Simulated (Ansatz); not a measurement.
Input and command of a plane-wave DFT calculation in Ansatz:

```yaml
crystal:
  lattice:
    - [1.2159619696, -2.1479622876, 0.0091232276]
    - [1.2232502972, 2.1521701653, -0.0413730204]
    - [-0.0941886657, -0.0851463517, 7.1476530721]
  atoms:
    - { symbol: C, position: [0.1034933285, 0.9456230676, 0.7488005552] }
    - { symbol: C, position: [0.5908149738, 0.4138432831, 0.2394105085] }
    - { symbol: C, position: [0.9242568809, 0.0859987362, 0.2421136921] }
    - { symbol: C, position: [0.4285181549, 0.589327132, 0.7486182121] }
basis:
  ecutwfc: 420
kpoints:
  mp_grid: { grid: [10, 10, 4] }
hamiltonian:
  xc: pbe
scf:
  occupations: { method: gaussian, width: 0.1 }
output:
  forces: true
  stress: true
  eigenvalues: true
```

```bash
ansatz run input.yaml --threads 1 --pin off --max-ram 2560MiB --backend cpu --events-out ev --progress --plain --runs-dir out
```

Processor: Arm Neoverse V1, 1 thread, on a host shared with other jobs.

Q: How long does it run, and how much memory does it take?

A: About 9 s on 1 thread of Arm Neoverse V1 (shared host), peak memory 0.36 GiB. It solves 12 bands at 204 k points (the mesh reduced by the symmetry that the task leaves, which can be less than the crystal's) with about 703 plane waves, in 6 SCF iterations.
